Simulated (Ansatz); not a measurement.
# Stack of 1T-SnSSe under alpha-Ga2S3 ferroelectric layer, upper layer turned by 180° in a perpendicular field, part 2 of 2

Wanted: the out-of-plane response of the stack of 1T-SnSSe under alpha-Ga2S3 ferroelectric layer, upper layer turned by 180°. A positive field points along +c.

Ansatz 0.2.0; plane-wave DFT, PBE-D3(BJ), Ansatz PAW.

So far. Step 3 (Single point, field 0, start network): The gap is 0.26 eV, with the valence edge 6.89 eV and the conduction edge 6.63 eV under the upper vacuum level. Step 4 (Atoms held, field 0.1 V/Å): The dipole is -0.0229 e·Å, 0.0862 e·Å from its value without field, and the gap 0.133 eV.

## 5. Single point, field -0.1 V/Å

input.yaml

```yaml
crystal:
  lattice:
    - [3.658162585, 0.0, 0.0]
    - [-1.8290812925, 3.1680617298, 0.0]
    - [0.0, 0.0, 30.6916992784]
  atoms:
    - { symbol: Se, position: [0.6666666667, 0.3333333333, 0.2932388956] }
    - { symbol: Sn, position: [0.0, 0.0, 0.3469823142] }
    - { symbol: S, position: [0.3333333333, 0.6666666667, 0.3955798144] }
    - { symbol: S, position: [0.3333333333, 0.6666666667, 0.514932918] }
    - { symbol: Ga, position: [0.0, 0.0, 0.5485304982] }
    - { symbol: S, position: [0.0, 0.0, 0.6204014896] }
    - { symbol: Ga, position: [0.6666666667, 0.3333333333, 0.6700186793] }
    - { symbol: S, position: [0.3333333333, 0.6666666667, 0.7067611044] }
kpoints:
  mp_grid: { grid: [18, 18, 1] }
  band_path:
    path: [[0, 0, 0], [0.5, 0, 0], [0.33333333, 0.33333333, 0], [0, 0, 0]]
    npoints: 16
hamiltonian:
  xc: pbe
  dispersion: d3bj
scf:
  occupations: { method: fermi_dirac, width: 0.02585 }
  convergence: { dr2_threshold: 1.0e-10 }
efield:
  axis: 3
  dipole_correction: true
  ramp_position: 0.9593
  ramp_width: 0.0766
  amplitude: -0.1
output:
  write_potential: true
  write_density: true
  volumetric_format: npy
```

Launch:

```
$ ansatz run input.yaml --threads 4 --pin off --max-ram 8192MiB --backend cpu --events-out ev --progress --plain --runs-dir out
```

The job ended after 2.9 min (4 threads of Intel Xeon at 2.50GHz (Skylake/Cascade Lake), shared host; peak memory 1.1 GiB).

The dipole is -0.191 e·Å, -0.0816 e·Å from its value without field, and the gap 0.448 eV.

## 6. Response, atoms held

This step: plane-wave DFT, PBE-D3(BJ), Ansatz PAW; response to a field along the normal, atoms held (Ansatz 0.2.0).

The dipoles give the slope, and the difference of two potentials shows where the field is screened.

Numbers from this step:

- equivalent conductor thickness p/(ε₀AE): 13.10 Å
- distance between the outer atoms: 12.69 Å

The dipole of the cell by applied field:

```
applied field (V/Å)  dipole of the cell (e·Å)
            -0.1000                    -0.191
             0.0000                    -0.109
             0.1000                   -0.0229
```

Local field over the applied field, running mean. From the potentials at -0.1 and 0.1 V/Å; running mean over 2.8 Å. Table of local field over applied field by z:

```
z (Å)  local field over applied field
    5                           0.995
    6                           0.959
    7                           0.783
    8                           0.463
    9                           0.167
   10                          0.0535
   11                          0.0513
   12                           0.134
   13                           0.306
   14                           0.399
   15                           0.296
   16                           0.137
   17                          0.0825
   18                          0.0715
   19                          0.0654
   20                          0.0576
   21                           0.110
   22                           0.292
   23                           0.611
   24                           0.885
   25                           0.984
   26                           0.998
```

Electrons, planar mean, per unit field. The induced electron density by z:

z (Å), induced electron density (e/Å³ per V/Å) and a bar from the least value:
```
      4.5    0.00000 ###############
      5.0    0.00002 ###############
      5.5    0.00005 ###############
      6.0    0.00016 ###############
      6.5    0.00044 ################
      7.0    0.00114 ####################
      7.5    0.00251 #########################
      8.0    0.00359 ##############################
      8.5    0.00202 #######################
      9.0    0.00089 ##################
      9.5    0.00040 ################
     10.0   -0.00099 ##########
     10.5   -0.00030 #############
     11.0    0.00065 #################
     11.5    0.00029 ################
     12.0   -0.00060 ############
     12.5   -0.00135 #########
     13.0   -0.00261 ###
     13.5   -0.00153 ########
     14.0    0.00016 ###############
     14.5    0.00179 ######################
     15.0    0.00246 #########################
     15.5    0.00104 ###################
     16.0    0.00059 #################
     16.5   -0.00041 #############
     17.0   -0.00116 ##########
     17.5    0.00048 #################
     18.0    0.00076 ##################
     18.5    0.00017 ###############
     19.0    0.00058 #################
     19.5   -0.00117 ##########
     20.0   -0.00071 ############
     20.5    0.00100 ###################
     21.0    0.00053 #################
     21.5   -0.00108 ##########
     22.0   -0.00154 ########
     22.5   -0.00339 
     23.0   -0.00279 ###
     23.5   -0.00132 #########
     24.0   -0.00050 ############
     24.5   -0.00017 ##############
     25.0   -0.00005 ##############
     25.5   -0.00002 ###############
     26.0    0.00000 ###############
```

The smaller of the gaps on the path and on the k-mesh, counted as 0 under 0.03 eV. The gap by applied field:

```
applied field (V/Å)  gap (eV)
            -0.1000     0.448
             0.0000     0.256
             0.1000     0.133
```

By hand: between -0.1 and 0.1 V/Å the dipole changes by 0.1678 e·Å, a slope of 0.8391 e·Å²/V. A perfect conductor of thickness t has p = ε₀AEt, so t = 180.95 × 0.8391 / 11.589 = 13.10 Å (e/ε₀ = 180.95 V·Å, A in Å²).

The induced dipole is that of a conductor 13.10 Å thick.

## 7. What came out

| Quantity | Value |
| --- | --- |
| gap without field | 0.256 eV |
| ionisation energy, upper face | 6.89 eV |
| electron affinity, upper face | 6.63 eV |
| step between the vacuum levels | 1.70 eV |
| equivalent conductor thickness, atoms held | 13.1 Å |

The induced dipole equals that of a perfect conductor 13.10 Å thick, while the outer atoms lie 12.69 Å apart; an out-of-plane ε follows only once a thickness t is chosen, by 1 − 1/ε = 13.10 Å / t. The two faces differ: the vacuum level above lies 1.70 eV higher than the one below. The gap goes from 0.26 eV to 0.45 eV at -0.1 V/Å. With the field reversed the gap is 0.13 eV at 0.1 V/Å. Semilocal functionals give gaps that are too small, and excitons are not included. Spin-orbit coupling is left out, which matters for the bands of elements this heavy.

[Logs are printed without paths, hosts, clocks, repeated set-up lines and the standing remarks that a program may print on its own settings, such as how far it seeks lower states.]

[Hosts, paths, dates, database ids (printed as entryN), source tags and the programs' standing remarks are cut or masked in the printed files.]

[Maps of the electrostatic potential energy from Ansatz leave out the sawtooth potential of an applied field or a dipole correction, so their vacuum need not be flat; planar profiles and work functions include it.]
